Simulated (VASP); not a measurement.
# Pt (Fm-3m) in VASP: notebook

One crystal, Pt, is run at these levels: RPBE, PBE; tasks: relaxation of cell and atoms.

Everything below comes from runs of VASP 6.6.1. Logs are shortened: lines on timing, memory, paths and dates and some standing lists are left out, and cuts for length are marked.

**1. The crystal as given**

The structure is cubic, space group Fm-3m (No. 225). Conventional cell: a = 3.922 Å, b = 3.922 Å, c = 3.922 Å, α = 90.00°, β = 90.00°, γ = 90.00°. Around Pt (site symmetry m-3m) lie 12 Pt at 2.77 Å.

**2. Relaxation of cell and atoms, RPBE**

File INCAR:

```
SYSTEM = Pt
PREC = Accurate
ENCUT = 600
EDIFF = 1E-6
ISMEAR = 1
SIGMA = 0.1
LREAL = .FALSE.
LASPH = .TRUE.
NELM = 80
ALGO = Normal
ISIF = 3
LWAVE = .FALSE.
LCHARG = .FALSE.
GGA = RP
IBRION = 2
NSW = 90
EDIFFG = -0.01
```

File KPOINTS:

```
Automatic mesh
0
G
  16 16 16
  0 0 0
```

File POSCAR:

```
Pt
1.0
    0.0000000000      1.9609000000      1.9609000000
    1.9609000000      0.0000000000      1.9609000000
    1.9609000000      1.9609000000      0.0000000000
Pt
1
Direct
    0.0000000000      0.0000000000      0.0000000000
```

Potentials or basis: VASP PAW PBE potentials, release 64 (Pt).

Launch:

```bash
> cat potpaw_PBE.64/Pt/POTCAR > POTCAR
> mpirun -np 1 vasp_std > vasp.out
```

OUTCAR:

```text
SYSTEM = Pt
   PREC = Accurate
   ENCUT = 600
   EDIFF = 1E-6
   ISMEAR = 1
   LREAL = .FALSE.
   LASPH = .TRUE.
   NELM = 80
   ISIF = 3
   GGA = RP
   IBRION = 2
   NSW = 90
   EDIFFG = -0.01

 ion  position               nearest neighbor table
   1  0.000  0.000  0.000-

  LATTYP: Found a face centered cubic cell.
 ALAT       =     3.9218000000

  Lattice vectors:

 A1 = (   0.0000000000,   1.9609000000,   1.9609000000)
 A2 = (   1.9609000000,   0.0000000000,   1.9609000000)
 A3 = (   1.9609000000,   1.9609000000,   0.0000000000)

Analysis of symmetry for initial positions (statically):
=====================================================================
 Subroutine PRICEL returns:
 Original cell was already a primitive cell.

 Routine SETGRP: Setting up the symmetry group for a
 face centered cubic supercell.

 Subroutine GETGRP returns: Found 48 space group operations
 (whereof 48 operations were pure point group operations)
 out of a pool of 48 trial point group operations.

The static configuration has the point symmetry O_h .

Analysis of symmetry for dynamics (positions and initial velocities):
=====================================================================
 Subroutine PRICEL returns:
 Original cell was already a primitive cell.

 Routine SETGRP: Setting up the symmetry group for a
 face centered cubic supercell.

 Subroutine GETGRP returns: Found 48 space group operations
 (whereof 48 operations were pure point group operations)
 out of a pool of 48 trial point group operations.

The dynamic configuration has the point symmetry O_h .

 Subroutine INISYM returns: Found 48 space group operations
 (whereof 48 operations are pure point group operations),
 and found     1 'primitive' translations

----------------------------------------------------------------------------------------

                                     Primitive cell

  volume of cell :      15.0798

  direct lattice vectors                    reciprocal lattice vectors
     0.000000000  1.960900000  1.960900000    -0.254984956  0.254984956  0.254984956
     1.960900000  0.000000000  1.960900000     0.254984956 -0.254984956  0.254984956
     1.960900000  1.960900000  0.000000000     0.254984956  0.254984956 -0.254984956

  length of vectors
     2.773131374  2.773131374  2.773131374     0.441646899  0.441646899  0.441646899

  position of ions in fractional coordinates (direct lattice)
     0.000000000  0.000000000  0.000000000

  ion indices of the primitive-cell ions
   primitive index   ion index
                 1           1

----------------------------------------------------------------------------------------

 KPOINTS: Automatic mesh

Automatic generation of k-mesh.
 Grid dimensions read from file:
 generate k-points for:   16   16   16

 Generating k-lattice:

  Cartesian coordinates                     Fractional coordinates (reciprocal lattice)
    -0.015936560  0.015936560  0.015936560     0.062500000  0.000000000  0.000000000
     0.015936560 -0.015936560  0.015936560     0.000000000  0.062500000  0.000000000
     0.015936560  0.015936560 -0.015936560     0.000000000  0.000000000  0.062500000

  Length of vectors
     0.027602931  0.027602931  0.027602931

  Shift w.r.t. Gamma in fractional coordinates (k-lattice)
     0.000000000  0.000000000  0.000000000

 Subroutine IBZKPT returns following result:
 ===========================================

 Found    145 irreducible k-points:

 Following reciprocal coordinates:
            Coordinates               Weight
  0.000000  0.000000  0.000000      1.000000
  0.062500  0.000000  0.000000      8.000000
  0.125000  0.000000  0.000000      8.000000
  0.187500  0.000000  0.000000      8.000000
  0.250000  0.000000  0.000000      8.000000
  0.312500  0.000000  0.000000      8.000000
[... 16 lines left out ...]
 -0.125000  0.062500  0.000000     24.000000
 -0.062500  0.062500  0.000000     12.000000
 [... further k-points ...]
   k-points           NKPTS =    145   k-points in BZ     NKDIM =    145   number of bands    NBANDS=      9
   number of dos      NEDOS =    301   number of ions     NIONS =      1
   total plane-waves  NPLWV =  13824
   dimension x,y,z NGX =    24 NGY =   24 NGZ =   24
   dimension x,y,z NGXF=    48 NGYF=   48 NGZF=   48
   ions per type =               1
   NGX,Y,Z   is equivalent  to a cutoff of  14.39, 14.39, 14.39 a.u.
   NGXF,Y,Z  is equivalent  to a cutoff of  28.78, 28.78, 28.78 a.u.
 SYSTEM =  Pt
   PREC   = accura    normal or accurate (medium, high low for compatibility)
   ISTART =      0    job   : 0-new  1-cont  2-samecut
   ICHARG =      2    charge: 1-file 2-atom 10-const
   ISPIN  =      1    spin polarized calculation?
   LNONCOLLINEAR =      F non collinear calculations
   LSORBIT =      F    spin-orbit coupling
   LASPH  =      T    aspherical Exc in radial PAW
   ENCUT  =  600.0 eV  44.10 Ry    6.64 a.u.   5.54  5.54  5.54*2*pi/ulx,y,z
   NELM   =     80;   NELMIN=  2; NELMDL= -5     # of ELM steps
   EDIFF  = 0.1E-05   stopping-criterion for ELM
   LREAL  =      F    real-space projection
   EDIFFG = -.1E-01   stopping-criterion for IOM
   NSW    =     90    number of steps for IOM
   IBRION =      2    ionic relax: 0-MD 1-quasi-New 2-CG
   NFREE  =      1    steps in history (QN), initial steepest desc. (CG)
   ISIF   =      3    stress and relaxation
   ISYM   =      2    0-nonsym 1-usesym 2-fastsym
   POTIM  = 0.5000    time-step for ionic-motion
   TEBEG  =    0.0;   TEEND  =   0.0 temperature during run
   PSTRESS=    0.0 pullay stress
   NELECT =      10.0000    total number of electrons
   NUPDOWN=      -1.0000    fix difference up-down
   EMIN   =  10.00;   EMAX   =-10.00  energy-range for DOS
   EFERMI =   0.00;   METHOD = LEGACY
   ISMEAR =     1;   SIGMA  =   0.10  broadening in eV -4-tet -1-fermi 0-gaus
   EFERMI_NEDOS =   21; number of points for ismear=-14 and -15
   IALGO  =     38    algorithm
   IMIX   =      4    mixing-type and parameters
     AMIX     =   0.40;   BMIX     =  1.00
     AMIX_MAG =   1.60;   BMIX_MAG =  1.00
  volume/ion in A,a.u.               =      15.08       101.76
  Fermi-wavevector in a.u.,A,eV,Ry     =   1.427609  2.697791 27.729605  2.038068
  Thomas-Fermi vector in A             =   2.547760
   LORBIT       =      0    0 simple, 1 ext, 2 COOP (PROOUT), +10 PAW based schemes
   GGA     = RP    functional components
   LHFCALC =     F    Hartree Fock is set to
   AEXX    =    0.0000 exact exchange contribution
   IVDW    =     0    specifies the selected vdW correction
   LEPSILON=     F    determine dielectric tensor
   LRPA    =     F    only Hartree local field effects (RPA)
 conjugate gradient relaxation of ions
 non-spin polarized calculation
 Methfessel and Paxton  Order N= 1 SIGMA  =   0.10
  energy-cutoff  :      600.00
  volume of cell :       15.08
 maximum number of plane-waves:       531
 NGX is ok and might be reduce to    24
   NGX = 11   NGY = 11   NGZ = 11

--------------------------------------- Ionic step        1  -------------------------------------------

 number of electron      10.0000000 magnetization

 Free energy of the ion-electron system (eV)
  ---------------------------------------------------
  ext. energy  EPLUGINS =         0.00000000
  ---------------------------------------------------
  free energy    TOTEN  =        -5.42354730 eV

  energy without entropy =       -5.42269081  energy(sigma->0) =       -5.42326180

------------------------ aborting loop because EDIFF is reached ----------------------------------------

  FORCE on cell =-STRESS in cart. coord.  units (eV):
  Direction    XX          YY          ZZ          XY          YZ          ZX
  --------------------------------------------------------------------------------------
  -------------------------------------------------------------------------------------
  Total        1.2867195      1.2867195      1.2867195     -0.0000000     -0.0000000     -0.0000000
  in kB      136.7093234    136.7093234    136.7093234     -0.0000000     -0.0000000     -0.0000000
  external PRESSURE =     136.7093234 kB  Pullay stress =       0.0000000 kB
[... 20 lines left out ...]
  energy  without entropy=       -5.4226908051  energy(sigma->0) =       -5.42326180

--------------------------------------- Ionic step        2  -------------------------------------------

 number of electron      10.0000000 magnetization

 E-fermi :   8.1720     XC(G=0): -12.3536

 val. band max:        8.1682014123   @ k =   0.5000   0.5000   0.0000
 cond. band min:       8.1806846183   @ k =  -0.4375   0.3125   0.0000
 fundamental gap:      0.0124832060
 Fermi energy:         8.1719831590

 k-point     1 :       0.0000    0.0000    0.0000
  band No.  band energies     occupation
      1      -0.0946      2.00000
      2       5.3911      2.00000
      3       5.3911      2.00000
      4       5.3911      2.00000
      5       6.9744      2.00000
      6       6.9744      2.00000
      7      23.1489      0.00000
      8      27.1431      0.00000
      9      27.1431      0.00000
[... 343 lines left out ...]
  energy  without entropy=       -5.4541786788  energy(sigma->0) =       -5.45489727

--------------------------------------- Ionic step        4  -------------------------------------------

 number of electron      10.0000001 magnetization

 Free energy of the ion-electron system (eV)
  ---------------------------------------------------
  ext. energy  EPLUGINS =         0.00000000
  ---------------------------------------------------
  free energy    TOTEN  =        -5.45534100 eV

  energy without entropy =       -5.45427116  energy(sigma->0) =       -5.45498439

 E-fermi :  10.3561     XC(G=0): -13.1255

 val. band max:       10.3546846857   @ k =  -0.2500   0.1250   0.0000
 cond. band min:      10.3684588534   @ k =   0.5000   0.5000   0.0000
 fundamental gap:      0.0137741677
 Fermi energy:        10.3560515942

 k-point     1 :       0.0000    0.0000    0.0000
  band No.  band energies     occupation
      1       0.7719      2.00000
      2       6.9056      2.00000
      3       6.9056      2.00000
      4       6.9056      2.00000
      5       8.8744      2.00000
      6       8.8744      2.00000
      7      25.1369      0.00000
      8      29.8396      0.00000
      9      29.8396      0.00000
[... 304 lines left out ...]
  FREE ENERGIE OF THE ION-ELECTRON SYSTEM (eV)
  ---------------------------------------------------
  free  energy   TOTEN  =        -5.4553410041 eV

  energy  without entropy=       -5.4542711630  energy(sigma->0) =       -5.45498439

 reached required accuracy - stopping structural energy minimisation
```

It used 83 s of CPU time on 1 thread of Intel(R) Xeon(R) Platinum 8175M CPU @ 2.50GHz (Skylake/Cascade Lake), on a shared host, which was overloaded at the time.

Results:

- Free energy: -5.4553 eV
- Relaxed volume: 15.87 Å³/atom
- Relaxed cell: a = 2.821 Å, b = 2.821 Å, c = 2.821 Å, α = 60.00°, β = 60.00°, γ = 60.00°
- Space group after relaxing (to 0.05 Å): Fm-3m (No. 225)
- Energy gained by relaxing: 31.8 meV/atom
- Ionic steps: 4
- Pressure after relaxing: -0.1 GPa
- Band gap on the k mesh: none (metal or under the smearing width)

The path:
| step | energy change (eV) | largest force (eV/Å) | pressure (GPa) | volume (Å³) |
| --- | --- | --- | --- | --- |
| 1 | 0.0000 | 0.0000 | 13.67 | 15.08 |
| 2 | 0.1334 | 0.0000 | -20.86 | 18.07 |
| 3 | -0.0317 | 0.0000 | -0.61 | 15.91 |
| 4 | -0.0318 | 0.0000 | -0.07 | 15.87 |

Final structure:
```cif
data_structure
_symmetry_space_group_name_H-M 'P 1'
_symmetry_Int_Tables_number 1
_cell_length_a 2.8210
_cell_length_b 2.8210
_cell_length_c 2.8210
_cell_angle_alpha 60.000
_cell_angle_beta 60.000
_cell_angle_gamma 60.000
_cell_volume 15.87
loop_
_atom_site_label
_atom_site_type_symbol
_atom_site_fract_x
_atom_site_fract_y
_atom_site_fract_z
_atom_site_occupancy
Pt1 Pt 0.00000 0.00000 0.00000 1
```

Caveat: the PAW data sets were made with another functional, which shifts forces and pressure a little.

**3. Relaxation of cell and atoms, RPBE**

This run uses another cell than the first one, of 15.87 Å³/atom, 1.053 times its volume.

Changes to INCAR since step 2:

```diff
@@ -3,3 +3,3 @@
 ENCUT = 600
-EDIFF = 1E-6
+EDIFF = 1E-7
 ISMEAR = 1
@@ -16,2 +16,2 @@
 NSW = 90
-EDIFFG = -0.01
+EDIFFG = -0.005
```

KPOINTS is that of step 2.

File POSCAR:

```
Pt                                      
1.0
   -0.0000000000      1.9947353864      1.9947353864
    1.9947353864      0.0000000000      1.9947353864
    1.9947353864      1.9947353864      0.0000000000
  Pt            
     1
Direct
     0.0000000000000000    0.0000000000000000    0.0000000000000000
```

Potentials or basis: VASP PAW PBE potentials, release 64 (Pt).

Launch:

```bash
> cat potpaw_PBE.64/Pt/POTCAR > POTCAR
> mpirun -np 1 vasp_std > vasp.out
```

It used 34 s of CPU time on 1 thread of Intel(R) Xeon(R) Platinum 8175M CPU @ 2.50GHz (Skylake/Cascade Lake), on a shared host, which was overloaded at the time.

The run converged. Its results:

| Property | Result |
| --- | --- |
| Free energy | -5.4557 eV |
| Pressure after relaxing | 0.0 GPa |
| Band gap on the k mesh | none (metal or under the smearing width) |

Final structure:
```cif
data_structure
_symmetry_space_group_name_H-M 'P 1'
_symmetry_Int_Tables_number 1
_cell_length_a 2.8210
_cell_length_b 2.8210
_cell_length_c 2.8210
_cell_angle_alpha 60.000
_cell_angle_beta 60.000
_cell_angle_gamma 60.000
_cell_volume 15.87
loop_
_atom_site_label
_atom_site_type_symbol
_atom_site_fract_x
_atom_site_fract_y
_atom_site_fract_z
_atom_site_occupancy
Pt1 Pt 0.00000 0.00000 0.00000 1
```

Levels at points of the mesh, in eV from the Fermi level:
```csv
k point,band 3,band 4,band 5,band 6,band 7,band 8
"(0.00, 0.00, 0.00)",-3.45,-3.45,-1.48,-1.48,14.78,19.48
"(0.50, 0.00, 0.00)",-3.51,-0.21,0.05,0.05,5.51,14.34
"(0.50, 0.50, 0.00)",0.01,0.46,0.46,1.94,8.40,11.29
```

Caveat: the relaxation stopped at its first step, so nothing moved; the PAW data sets were made with another functional, which shifts forces and pressure a little. The run has no spin-orbit coupling, so splittings on Pt are missing.

**4. Relaxation of cell and atoms, PBE**

File INCAR:

```
SYSTEM = Pt
ALGO     = Normal         ! electronic algorithm
EDIFF    = 1E-6           ! SCF threshold, eV
EDIFFG   = -0.01          ! ionic threshold
ENCUT    = 600            ! plane-wave cutoff, eV
GGA      = PE             ! functional
IBRION   = 2              ! ionic algorithm
ISIF     = 3              ! what is computed and relaxed
ISMEAR   = 1              ! smearing method
KPAR     = 2            
LASPH    = .TRUE.         ! aspherical terms in the spheres
LCHARG   = .FALSE.        ! write CHGCAR
LREAL    = .FALSE.        ! projectors in reciprocal space
LWAVE    = .FALSE.        ! write WAVECAR
NELM     = 80             ! most SCF steps
NSW      = 90             ! ionic steps
PREC     = Accurate       ! precision mode
SIGMA    = 0.1            ! smearing width, eV
```

File KPOINTS:

```
k-points
0
G
  16 16 16
  0 0 0
```

File POSCAR:

```
Pt
1.0
    0.0000000000      1.9609000000      1.9609000000
    1.9609000000      0.0000000000      1.9609000000
    1.9609000000      1.9609000000      0.0000000000
Pt
1
Direct
    0.0000000000      0.0000000000      0.0000000000
```

Launch:

```bash
> cat potpaw_PBE.64/Pt/POTCAR > POTCAR
> mpirun -np 2 vasp_std > vasp.out
```

Run time: 17 s. Hardware: 2 MPI ranks of Intel Xeon Platinum 8375C at 2.90GHz (Ice Lake), shared host; peak memory 0.16 GiB.

Results (log left out):

```
Free energy                            : -6.0956 eV
Relaxed volume                         : 15.61 Å³/atom
Relaxed cell                           : a = 2.805 Å, b = 2.805 Å, c = 2.805 Å, α = 60.00°, β = 60.00°, γ = 60.00°
Space group after relaxing (to 0.05 Å) : Fm-3m (No. 225)
Energy gained by relaxing              : 14.9 meV/atom
Ionic steps                            : 4
Pressure after relaxing                : 0.0 GPa
Band gap on the k mesh                 : none (metal or under the smearing width)
```

The path:
```csv
step,energy change (eV),largest force (eV/Å),pressure (GPa),volume (Å³)
1,0.0000,0.0000,9.45,15.08
2,0.0775,0.0000,-17.81,17.10
3,-0.0149,0.0000,-0.29,15.62
4,-0.0149,0.0000,-0.04,15.61
```

Final structure:
```
Pt
1.0
     0.00000    1.98349    1.98349
     1.98349    0.00000    1.98349
     1.98349    1.98349    0.00000
Pt
1
Direct
  0.00000 0.00000 0.00000
```

Levels at points of the mesh, in eV from the Fermi level:
| k point | band 3 | band 4 | band 5 | band 6 | band 7 | band 8 |
| --- | --- | --- | --- | --- | --- | --- |
| (0.00, 0.00, 0.00) | -3.56 | -3.56 | -1.52 | -1.52 | 14.76 | 19.53 |
| (0.50, 0.00, 0.00) | -3.62 | -0.30 | 0.05 | 0.05 | 5.61 | 14.32 |
| (0.50, 0.50, 0.00) | 0.02 | 0.48 | 0.48 | 1.88 | 8.54 | 11.32 |

Spin-orbit coupling is left out, which matters for the levels of Pt. Zero-point motion and thermal expansion aren't in these numbers.
